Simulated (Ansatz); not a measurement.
## Relaxing SiO$_{2}$

Theory: Ansatz 0.2.0, DFT PBE, scalar-relativistic, plane waves, PAW. Settings: 420 eV cutoff, 6×6×6 k-mesh, Gaussian smearing of 0.02 eV, no spin polarisation.

What was changed: relaxed at 3 GPa.

Command:

```bash
ansatz run input.yaml --threads 1 --pin off --max-ram 2560MiB --backend cpu --events-out ev --progress --plain --runs-dir out
```

Input:

```yaml
crystal:
  lattice:
    - [-2.4897267319, 2.4897267319, 3.6515192722]
    - [2.4897267319, -2.4897267319, 3.6515192722]
    - [2.4897267319, 2.4897267319, -3.6515192722]
  atoms:
    - { symbol: Si, position: [0.0, 0.0, 0.0] }
    - { symbol: Si, position: [0.75, 0.25, 0.5] }
    - { symbol: O, position: [0.375, 0.2174786205, 0.3424786205] }
    - { symbol: O, position: [0.9674786205, 0.625, 0.8424786205] }
    - { symbol: O, position: [0.7825213795, 0.125, 0.1575213795] }
    - { symbol: O, position: [0.875, 0.0325213795, 0.6575213795] }
basis:
  ecutwfc: 420
kpoints:
  mp_grid: { grid: [6, 6, 6] }
hamiltonian:
  xc: pbe
scf:
  occupations: { method: gaussian, width: 0.02 }
output:
  forces: true
  stress: true
  eigenvalues: true
relax:
  adjacent_minimum: "off"
  f_tol: 0.008
  max_steps: 50
  cell: { stress_tol: 0.08, p_target: 3.0 }
```

F is the free energy. Steps run on the plane waves of an earlier cell, but the last one, and at times one on the way, on a freshly chosen basis, so a repeated geometry can differ a little in energy. The relaxation lowers the enthalpy F + PV at the target pressure, so F itself can rise.

Steps:

```
step F − F(1) (eV) largest force component (eV/Å) V (Å³/atom) P (GPa)
   1         0.0000                           0.287       15.090     4.56
   2        -0.0091                           0.243       15.094     3.90
   3        -0.0219                           0.023       14.806     0.94
   4        -0.0052                           0.068       14.459     1.22
   5         0.0136                           0.013       14.164     2.92
   6         0.0210                           0.005       14.080     2.96
   7         0.0336                           0.005       14.080     2.65
   8         0.0465                           0.007       13.930     3.08
   9         0.0452                           0.000       13.944     3.00
  10         0.0478                           0.000       13.944     2.96
```

Relaxed structure:

```yaml
crystal:
  lattice:
    - [-2.39196, 2.39196, 3.65574]
    - [2.39196, -2.39196, 3.65574]
    - [2.39196, 2.39196, -3.65574]
  atoms:
    - { symbol: Si, position: [0.00000, 0.00000, 0.00000] }
    - { symbol: Si, position: [0.75000, 0.25000, 0.50000] }
    - { symbol: O, position: [0.37500, 0.25294, 0.37794] }
    - { symbol: O, position: [0.00294, 0.62500, 0.87794] }
    - { symbol: O, position: [0.74706, 0.12500, 0.12206] }
    - { symbol: O, position: [0.87500, 0.99706, 0.62206] }
```

It takes space group I-42d (No. 122, tetragonal). The conventional cell has a = 4.784 Å, b = 4.784 Å, c = 7.311 Å, α = 90.00°, β = 90.00°, γ = 90.00°. Around Si (site symmetry -4) lie 4 O at 1.62 Å. O (site symmetry 2) has 2 Si at 1.62 Å as nearest neighbours.

The run converged. Time: 67 s on 1 thread of Arm Neoverse V1, with other jobs on the host, peak memory 0.37 GiB.